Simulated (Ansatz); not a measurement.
**SnO2: a shear that moves c along a**

One table from this session's results is given with a row withheld; the runs are named, their logs left out.

Method: DFT PBE, scalar-relativistic, plane waves, PAW, in Ansatz 0.2.0.

### The starting structure

Symmetry: P4_2/mnm, No. 136, tetragonal system. Conventional cell: a = 4.827 Å, b = 4.827 Å, c = 3.238 Å, α = 90.00°, β = 90.00°, γ = 90.00°. Around Sn (site symmetry mmm) lie 6 O at 2.09 Å. O (site symmetry m2m) has 3 Sn at 2.09 Å as nearest neighbours.

Coordinates:

```
CELL_PARAMETERS angstrom
4.82719 0.00000 0.00000
0.00000 4.82719 0.00000
0.00000 0.00000 3.23815
ATOMIC_POSITIONS crystal
Sn 0.50000 0.50000 0.50000
Sn 0.00000 0.00000 0.00000
O 0.19342 0.80658 0.50000
O 0.80658 0.19342 0.50000
O 0.30658 0.30658 0.00000
O 0.69342 0.69342 0.00000
```

It goes back to an entry of the Materials Project.

It is the result of an earlier relaxation at this level (volume 12.58 Å³/atom; gap on the mesh: 0.68 eV).

The first run:

Input file input.yaml:

```yaml
crystal:
  lattice:
    - [4.827190344, 0.0, 0.0]
    - [0.0, 4.827190344, 0.0]
    - [0.0, 0.0, 3.2381522517]
  atoms:
    - { symbol: Sn, position: [0.5, 0.5, 0.5] }
    - { symbol: Sn, position: [0.0, 0.0, 0.0] }
    - { symbol: O, position: [0.1934234765, 0.8065765235, 0.5] }
    - { symbol: O, position: [0.8065765235, 0.1934234765, 0.5] }
    - { symbol: O, position: [0.3065765235, 0.3065765235, 0.0] }
    - { symbol: O, position: [0.6934234765, 0.6934234765, 0.0] }
basis:
  ecutwfc: 420
kpoints:
  mp_grid: { grid: [6, 6, 8] }
hamiltonian:
  xc: pbe
scf:
  occupations: { method: gaussian, width: 0.02 }
output:
  forces: true
  stress: true
  eigenvalues: true
```

Launch:

```console
ansatz run input.yaml --threads 1 --pin off --max-ram 2560MiB --backend cpu --events-out ev --progress --plain --runs-dir out
```

Steps of the session up to this table: Reference cell for the strains; The gap over the whole zone; At +1.5 %; The gap over the whole zone at +1.5 %; The cell strained by +3.0 %; Seeking the band edges at +3.0 %; At +4.5 %; Seeking the band edges at +4.5 %; At +6.0 %; Band edges over the zone at +6.0 %; At +9.0 %; Seeking the band edges at +9.0 %.

One table of the session follows, with a row left open; its other results are not shown here.

It belongs to the step «Energy, stress and gap against strain». Lengths are those of the vectors of the cell that was run; stresses in GPa:

| strain (%) | ΔE (meV/atom) |
| --- | --- |
| +0.0 | 0.0 |
| +1.5 | 0.7 |
| +3.0 | 3.0 |
| +4.5 | 6.7 |
| +6.0 | ? |
| +9.0 | 26.6 |

Estimate the missing values for strain (%) = +6.0.

Worked estimate for «ΔE (meV/atom)». A straight line through the neighbours (4.5, 6.7) and (9.0, 26.6) gives 6.7 + (26.6 − 6.7) × (6.0 − 4.5) / (9.0 − 4.5) = 13.3; a parabola fitted to 3 rows on both sides gives 11.9.

The run gave: ΔE (meV/atom): 11.9. In «ΔE (meV/atom)» the line misses by +1.4 and the parabola by 0.0.

ΔE is over the unstrained cell. Stress in GPa, positive in compression, on the Cartesian axes of the input.

Caveats from the session: Warnings in the runs' records: stress scf threshold loose.
